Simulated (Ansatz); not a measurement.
Runs of Ansatz 0.2.0 on W. Symmetry: Im-3m, No. 229, cubic system. Conventional cell: a = 3.165 Å, b = 3.165 Å, c = 3.165 Å, α = 90.00°, β = 90.00°, γ = 90.00°. Around W (site symmetry m-3m) lie 8 W at 2.74 Å. 

```tsv
task	level	cell	k mesh	cutoff (eV)	smearing	basis error allowed	gap on the mesh (eV)	pressure (GPa)	relaxed volume (Å³/atom)
relaxation of cell and atoms	revPBE+D4	relaxed	12 × 12 × 12	-	fermi-dirac 0.05 eV	0.001 eV/atom	-	0.0	15.79
relaxation of cell and atoms	revPBE	relaxed	12 × 12 × 12	-	fermi-dirac 0.05 eV	0.001 eV/atom	-	0.0	(a)
single point	PBE	as given	12 × 12 × 12	286	gaussian 0.02 eV	0.001 eV/atom	none	6.1	-
single point	PBE	as given	12 × 12 × 12	286	gaussian 0.016 eV	0.001 eV/atom	none	6.1	-
relaxation of cell and atoms	BLYP	relaxed	12 × 12 × 12	-	fermi-dirac 0.05 eV	0.001 eV/atom	-	0.0	(b)
band structure	LDA	as given	12 × 12 × 12	286	fermi-dirac 0.05 eV	0.001 eV/atom	-	-8.9	-
single point	PBE	as given	12 × 12 × 12	286	gaussian 0.026 eV	0.001 eV/atom	none	6.1	-
single point	PBE	as given	12 × 12 × 12	286	gaussian 0.011 eV	0.001 eV/atom	none	6.1	-
relaxation of cell and atoms	PBEsol	relaxed	12 × 12 × 12	-	fermi-dirac 0.05 eV	0.001 eV/atom	-	0.0	15.70
single point	LDA	as given	12 × 12 × 12	286	gaussian 0.05 eV	0.001 eV/atom	none	-9.0	-
single point	PBE	as given	8 × 8 × 8	264	fermi-dirac 0.06 eV	0.002 eV/atom	none	6.2	-
```

Alike in all rows: potentials or basis all-electron LAPW, scalar-relativistic; no spin polarisation.

Task: Fill in the values left out.

Result: (a) 16.30; (b) 16.68.

Caveats: the k mesh is thin for a metal, which can move the energy by tens of meV per atom (some runs).

A k mesh can miss the band edges, and the runs leave out spin-orbit coupling on W.

A gap of «none» marks a metal or a gap under the smearing width.

Not every run made on this cell is shown here.
